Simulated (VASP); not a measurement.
# Te2Mo in VASP: further runs, part 2 of 2

VASP 6.6.1. The steps go on from the part before.

## (3) Single point, PBE0

File POSCAR:

```
Te2Mo
1.0
    3.5602328140      0.0000000000      0.0000000000
   -1.7801164070      3.0832520603      0.0000000000
    0.0000000000      0.0000000000     17.5240578200
Te Mo
2 1
Direct
    0.3333333333      0.6666666667      0.1021445500
    0.3333333333      0.6666666667      0.8978554500
    0.0000000000      0.0000000000      0.0000000000
```

File INCAR.step1:

```
PREC = Accurate
ENCUT = 250
EDIFF = 1E-5
ISMEAR = 0
SIGMA = 0.01
LREAL = False
LASPH = True
NELM = 100
ALGO = Normal
ISIF = 2
LWAVE = True
LCHARG = False
NKRED = 1
NBANDS = 21
GGA = PE
```

File INCAR.step2:

```
PREC = Accurate
ENCUT = 250
EDIFF = 1E-6
ISMEAR = 0
SIGMA = 0.01
LREAL = False
LASPH = True
NELM = 100
ALGO = Normal
ISIF = 2
LWAVE = False
LCHARG = False
GGA = PE
LHFCALC = True
AEXX = 0.25
PRECFOCK = Fast
NKRED = 1
NBANDS = 21
ISTART = 1
```

File KPOINTS:

```
regular mesh
0
Gamma
  5 5 1
```

Potentials or basis: VASP PAW PBE potentials, release 64 (Te, Mo_sv).

Launch:

```
cat potpaw_PBE.64/Te/POTCAR potpaw_PBE.64/Mo_sv/POTCAR > POTCAR
cp INCAR.step1 INCAR
mpirun -np 1 vasp_std > vasp.out
cp INCAR.step2 INCAR
mpirun -np 1 vasp_std > vasp.out
```

OUTCAR:

```text
PREC = Accurate
   ENCUT = 250
   EDIFF = 1E-6
   ISMEAR = 0
   LREAL = False
   LASPH = True
   NELM = 100
   ISIF = 2
   GGA = PE
   LHFCALC = True
   AEXX = 0.25
   PRECFOCK = Fast
   NKRED = 1
   ISTART = 1

 Found      5 irreducible k-points:

 Following reciprocal coordinates:
            Coordinates               Weight
  0.000000  0.000000  0.000000      1.000000
  0.200000 -0.000000  0.000000      6.000000
  0.400000  0.000000  0.000000      6.000000
  0.200000  0.200000  0.000000      6.000000
  0.400000  0.200000  0.000000      6.000000
   k-points           NKPTS =      5   k-points in BZ     NKDIM =     25   number of bands    NBANDS=     21
   number of dos      NEDOS =    301   number of ions     NIONS =      3
   total plane-waves  NPLWV =  29160
   dimension x,y,z NGX =    18 NGY =   18 NGZ =   90
   dimension x,y,z NGXF=    36 NGYF=   36 NGZF=  180
   ions per type =               2   1
   NGX,Y,Z   is equivalent  to a cutoff of   8.41,  8.41,  8.54 a.u.
   NGXF,Y,Z  is equivalent  to a cutoff of  16.81, 16.81, 17.08 a.u.
 SYSTEM =  unknown system
   PREC   = accura    normal or accurate (medium, high low for compatibility)
   ISTART =      1    job   : 0-new  1-cont  2-samecut
   ICHARG =      0    charge: 1-file 2-atom 10-const
[... 62 lines left out ...]
  energy without entropy =      -24.01714275  energy(sigma->0) =      -24.01714275

 E-fermi :  -0.7125     XC(G=0):  -3.7017

 val. band max:       -0.7586773777   @ k =   0.4000   0.2000   0.0000
 cond. band min:       1.8772678912   @ k =   0.4000   0.2000   0.0000
 fundamental gap:      2.6359452689
 Fermi energy:        -0.7125462485

 k-point     1 :       0.0000    0.0000    0.0000
  band No.  band energies     occupation
      1     -65.3757      2.00000
      2     -38.1115      2.00000
      3     -37.9936      2.00000
      4     -37.9934      2.00000
      5     -14.4736      2.00000
      6     -13.3601      2.00000
[... 109 lines left out ...]
     20       7.8153      0.00000
     21       8.4547      0.00000

------------------------ aborting loop because EDIFF is reached ----------------------------------------

  FORCE on cell =-STRESS in cart. coord.  units (eV):
  Direction    XX          YY          ZZ          XY          YZ          ZX
  --------------------------------------------------------------------------------------
  -------------------------------------------------------------------------------------
  Total       -2.1379767     -2.1379767     -1.7305529      0.0000000      0.0000000      0.0000000
  in kB      -17.8070284    -17.8070284    -14.4136295      0.0000000      0.0000000      0.0000000
  external PRESSURE =     -16.6758954 kB  Pullay stress =       0.0000000 kB

 VOLUME and BASIS-vectors are now :
 -----------------------------------------------------------------------------
  energy-cutoff  :      250.00
  volume of cell :      192.36
      direct lattice vectors                 reciprocal lattice vectors
     3.560232814  0.000000000  0.000000000     0.280880508  0.162166437  0.000000000
    -1.780116407  3.083252060  0.000000000     0.000000000  0.324332873  0.000000000
     0.000000000  0.000000000 17.524057820     0.000000000  0.000000000  0.057064409

 POSITION                                       TOTAL-FORCE (eV/Angst)
 -----------------------------------------------------------------------------------
     -0.00000      2.05550      1.78999         0.000000     -0.000000     -0.296001
     -0.00000      2.05550     15.73407         0.000000     -0.000000      0.296001
      0.00000      0.00000      0.00000        -0.000000      0.000000     -0.000000
 -----------------------------------------------------------------------------------
    total drift:                               -0.000010      0.000006      0.000000

  FREE ENERGIE OF THE ION-ELECTRON SYSTEM (eV)
  ---------------------------------------------------
  free  energy   TOTEN  =       -24.0171427519 eV

  energy  without entropy=      -24.0171427519  energy(sigma->0) =      -24.01714275
```

OUTCAR.step1:

```text
PREC = Accurate
   ENCUT = 250
   EDIFF = 1E-5
   ISMEAR = 0
   LREAL = False
[... 231 lines left out ...]
     -0.00000      2.05550      1.78999         0.000000     -0.000000      0.242693
     -0.00000      2.05550     15.73407         0.000000     -0.000000     -0.242693
      0.00000      0.00000      0.00000        -0.000000      0.000000      0.000000
 -----------------------------------------------------------------------------------
    total drift:                                0.000000     -0.000000     -0.000000

  FREE ENERGIE OF THE ION-ELECTRON SYSTEM (eV)
  ---------------------------------------------------
  free  energy   TOTEN  =       -18.0037563940 eV

  energy  without entropy=      -18.0037563940  energy(sigma->0) =      -18.00375639
```

It took 64 s on 1 thread of Intel Xeon 6975P-C (Granite Rapids), shared host; peak memory 0.17 GiB.

These settings aren't checked as converged: the numbers below hold their error.

Results:

| Quantity | Value |
| --- | --- |
| Free energy | -24.0171 eV |
| Largest force | 0.296 eV/Å |
| Band gap on the k mesh | 2.64 eV, direct |

Caveat: the cutoff is under 1.25 times the usual one of these potentials, so pressure, stress and relaxed cells hold a basis-set (Pulay) error; the PAW data sets were made with another functional, which shifts forces and pressure a little; spin-orbit coupling is left out, which moves the levels of the heavy elements.

## (4) Single point, PBE0

POSCAR is that of step 3.

Changes to INCAR.step1 since step 3:

```diff
@@ -1,3 +1,3 @@
 PREC = Accurate
-ENCUT = 250
+ENCUT = 400
 EDIFF = 1E-5
```

Changes to INCAR.step2 since step 3:

```diff
@@ -1,3 +1,3 @@
 PREC = Accurate
-ENCUT = 250
+ENCUT = 400
 EDIFF = 1E-6
```

File KPOINTS:

```
regular mesh
0
Gamma
  3 3 1
```

Launch:

```
cat potpaw_PBE.64/Te/POTCAR potpaw_PBE.64/Mo_sv/POTCAR > POTCAR
cp INCAR.step1 INCAR
mpirun -np 1 vasp_std > vasp.out
cp INCAR.step2 INCAR
mpirun -np 1 vasp_std > vasp.out
```

Run time: 34 s. Hardware: 1 thread of Intel Xeon 6975P-C (Granite Rapids), shared host; peak memory 0.24 GiB.

The run converged, but some of its settings lie outside the range that counts as converged, so its numbers aren't taken as properties of the slab.

What came out:

* Free energy: -24.2802 eV
* Largest force: 0.476 eV/Å
* Band gap on the k mesh: 2.38 eV, direct

Caveat: the k mesh is coarse (spacing up to 0.68 Å⁻¹), so the values aren't converged, least of all with exact exchange; the PAW data sets were made with another functional, which shifts forces and pressure a little; spin-orbit coupling is left out, which moves the levels of the heavy elements.

## (5) Single point, PBE0

POSCAR is that of step 4.

Changes to INCAR.step1 since step 4:

```diff
@@ -1,3 +1,3 @@
 PREC = Accurate
-ENCUT = 400
+ENCUT = 350
 EDIFF = 1E-5
```

Changes to INCAR.step2 since step 4:

```diff
@@ -1,3 +1,3 @@
 PREC = Accurate
-ENCUT = 400
+ENCUT = 350
 EDIFF = 1E-6
```

File KPOINTS:

```
regular mesh
0
Gamma
  4 4 1
```

Launch:

```
cat potpaw_PBE.64/Te/POTCAR potpaw_PBE.64/Mo_sv/POTCAR > POTCAR
cp INCAR.step1 INCAR
mpirun -np 1 vasp_std > vasp.out
cp INCAR.step2 INCAR
mpirun -np 1 vasp_std > vasp.out
```

Wall time 44 s (1 thread of Intel Xeon 6975P-C (Granite Rapids), shared host); peak memory 0.23 GiB.

The run converged, but some of its settings lie outside the range that counts as converged, so its numbers aren't taken as properties of the slab.

Results:

```yaml
Free_energy: -24.1277 eV
Largest_force: 0.309 eV/Å
Band_gap_on_the_k_mesh: 2.99 eV, indirect (least direct gap 3.01 eV)
```

Caveat: the k mesh is coarse (spacing up to 0.51 Å⁻¹), so the values aren't converged, least of all with exact exchange; the PAW data sets were made with another functional, which shifts forces and pressure a little; spin-orbit coupling is left out, which moves the levels of the heavy elements.

## (6) The reference run

An earlier run on the cell as given: functional PBE; potentials or basis VASP PAW PBE potentials, release 64 (Te, Mo_sv); cutoff 520 eV; k mesh 9 × 9 × 2; occupations fermi-dirac, width 0.05 eV; no spin polarisation.

* Largest force: 0.231 eV/Å
* Band gap on the k mesh: 1.05 eV, direct
